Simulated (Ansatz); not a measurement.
Te: the change of pressure and largest V_zz with volume scale

Results calculated with Ansatz 0.2.0, not measured. Periodic Kohn-Sham DFT of a crystal at fixed atoms, scaled to volume_scale times the given cell; pressure positive in compression, energy less spherical unpolarised free atoms, largest_vzz the field gradient of largest size among the nuclei.

The cell before it is scaled or strained (space group C2/m, No. 12):
```
CELL_PARAMETERS angstrom
4.23410 -2.37120 0.00000
4.23410 2.37120 0.00000
-0.13040 0.00000 3.95740
ATOMIC_POSITIONS crystal
Te 0.67600 0.67600 0.67500
Te 0.32400 0.32400 0.32500
Te 0.00000 0.00000 0.00000
```

Settings of every row: method all-electron PAW; functional LDA; relativity scalar; k mesh 8x8x8; filling fermi-dirac; smearing width 0.05 eV; nucleus gaussian.

Atom start moment: 0 on all atoms.

Limits: field gradient without spin-orbit coupling on heavy atoms; no gap: field gradients move with the k mesh; no spin-orbit coupling on heavy atoms.

```
row  volume scale  V (Å³/atom)  pressure (GPa)  largest V_zz (1e21 V/m^2)
  1          0.94       24.899          10.774                    -31.872
  2          0.98       25.958           6.546                    -32.176
  3          0.99       26.223               ?                          ?
  4             1       26.488           4.743                     -32.31
  5          1.01       26.753           3.909                    -32.371
  6          1.02       27.018           3.119                     -32.43
  7          1.04       27.547           1.657                    -32.545
  8          1.06       28.076           0.343                     -32.66
```

Question: what pressure and largest V_zz should row 3 give?

Worked fit of pressure. Take u = (V_r/V)^(2/3) − 1 with V_r = 26.753 Å³ an atom, which is twice the finite (Eulerian) strain; such expansions in the strain, on which the Birch-Murnaghan equation of state is built, carry the rest volume and the bulk modulus. The shown rows have u = 0.04904, 0.02031, 0.00666, 0, -0.00655, -0.01931, -0.03167. Least squares give pressure = 3.9091 + 122.943 × u + 334.54 × u² + 264.3 × u³ GPa; a parabola predicts inner rows, each left out in turn, worse (root mean square 0.0046 against 0.0011 GPa). The rows lie off it by 0.000, 0.000, 0.000, 0.000, 0.001, -0.001, 0.000. The withheld row has u = 0.01343, so the fit gives 3.9091 + 122.943 × (0.01343) + 334.54 × (0.01343)² + 264.3 × (0.01343)³ = 5.621 GPa.

The calculation gave 5.621 GPa. The fit meets it to the printed digit.

Worked fit of largest V_zz. Take t = volume scale − 1. The shown rows have t = -0.06, -0.02, 0, 0.01, 0.02, 0.04, 0.06. Least squares give largest V_zz = −32.3075 − 6.522 × t + 11.79 × t² 1e21 V/m^2; a straight line predicts inner rows, each left out in turn, worse (root mean square 0.017 against 0.0043 1e21 V/m^2). The rows lie off it by 0.002, -0.004, -0.003, 0.001, 0.003, 0.005, -0.004 (root mean square 0.0034 1e21 V/m^2). The withheld row has t = -0.01, so the fit gives −32.3075 − 6.522 × (-0.01) + 11.79 × (-0.01)² = -32.241 1e21 V/m^2.

The calculation gave -32.245 1e21 V/m^2. The fit lies 0.004 1e21 V/m^2 (0.51 % of the column's range) above it; its largest miss of a shown row is 0.005 1e21 V/m^2.
